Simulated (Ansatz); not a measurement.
## TiCo: band structure with r2SCAN

TiCo:

```xyz
2
Lattice="2.9861 0.0000 0.0000 0.0000 2.9861 0.0000 0.0000 0.0000 2.9861" Properties=species:S:1:pos:R:3 pbc="T T T"
Co    1.4931    1.4931    1.4931
Ti    0.0000    0.0000    0.0000
```

The cell comes from a database or a generator and needn't be the stable form of this composition.

```yaml
Program: Ansatz 0.2.0
Task: band structure
Functional: r2SCAN
Potentials_or_basis: Ansatz PAW
Cutoff: "500 eV (not typed: the program's choice for these potentials)"
k_mesh: 9 × 9 × 9
Occupations: fermi-dirac, width 0.05 eV
Spin: collinear spin, ferromagnetic start
Starting_moments: "[2.0, 1.0] μB"
Path: "[[\"G\", \"X\", \"M\", \"G\", \"R\", \"X\"], [\"M\", \"R\"]]"
Points_for_each_segment_of_the_path: 14
```

```
Pressure               : 0.4 GPa
Band gap on the k mesh : none (metal or under the smearing width)
Net moment             : 0.87 μB per cell
Absolute moment        : 1.94 μB per cell
Site moments           : Co +1.40; Ti -0.27 μB
```

Levels at the corners of the path, in eV from the Fermi level:
Spin up:
| point | band 11 | band 12 | band 13 | band 14 | band 15 | band 16 | band 17 | band 18 | band 19 | band 20 |
| --- | --- | --- | --- | --- | --- | --- | --- | --- | --- | --- |
| Γ | -4.73 | -2.35 | -2.35 | -2.35 | 0.58 | 0.58 | 2.92 | 2.92 | 2.92 | 9.24 |
| X | -3.71 | -2.50 | -2.50 | -2.04 | -1.23 | -0.28 | 0.88 | 0.88 | 2.55 | 4.39 |
| M | -3.15 | -3.15 | -2.37 | -1.27 | 0.65 | 0.65 | 1.33 | 2.60 | 2.60 | 3.64 |
| Γ | -4.73 | -2.35 | -2.35 | -2.35 | 0.58 | 0.58 | 2.92 | 2.92 | 2.92 | 9.24 |
| R | -3.28 | -2.35 | -2.35 | -2.07 | -2.07 | -2.07 | 3.72 | 3.72 | 6.98 | 8.72 |
| X | -3.71 | -2.50 | -2.50 | -2.04 | -1.23 | -0.28 | 0.88 | 0.88 | 2.55 | 4.39 |
| M | -3.15 | -3.15 | -2.37 | -1.27 | 0.65 | 0.65 | 1.33 | 2.60 | 2.60 | 3.64 |
| R | -3.28 | -2.35 | -2.35 | -2.07 | -2.07 | -2.07 | 3.72 | 3.72 | 6.98 | 8.72 |
Spin down:
| point | band 11 | band 12 | band 13 | band 14 | band 15 | band 16 | band 17 | band 18 |
| --- | --- | --- | --- | --- | --- | --- | --- | --- |
| Γ | -3.43 | -1.41 | -1.41 | -1.41 | 1.61 | 1.61 | 2.90 | 2.90 |
| X | -1.53 | -1.53 | -1.16 | -0.97 | -0.92 | 0.69 | 0.69 | 1.52 |
| M | -2.45 | -2.45 | 0.19 | 0.19 | 1.08 | 1.15 | 1.29 | 2.74 |
| Γ | -3.43 | -1.41 | -1.41 | -1.41 | 1.61 | 1.61 | 2.90 | 2.90 |
| R | -2.56 | -2.36 | -2.36 | -2.36 | 1.12 | 1.12 | 3.26 | 3.26 |
| X | -1.53 | -1.53 | -1.16 | -0.97 | -0.92 | 0.69 | 0.69 | 1.52 |
| M | -2.45 | -2.45 | 0.19 | 0.19 | 1.08 | 1.15 | 1.29 | 2.74 |
| R | -2.56 | -2.36 | -2.36 | -2.36 | 1.12 | 1.12 | 3.26 | 3.26 |

Run time: 2.5 s on 2 threads of AMD EPYC 9R45 96-Core Processor (Zen 5), on a shared host, peak memory 0.52 GiB.

Caveat: the magnetic or orbital state may not be the lowest; the PAW data sets come from PBE, with cores solved anew for the run's functional, which leaves a small shift of forces and pressure; the starting moments weren't kept.
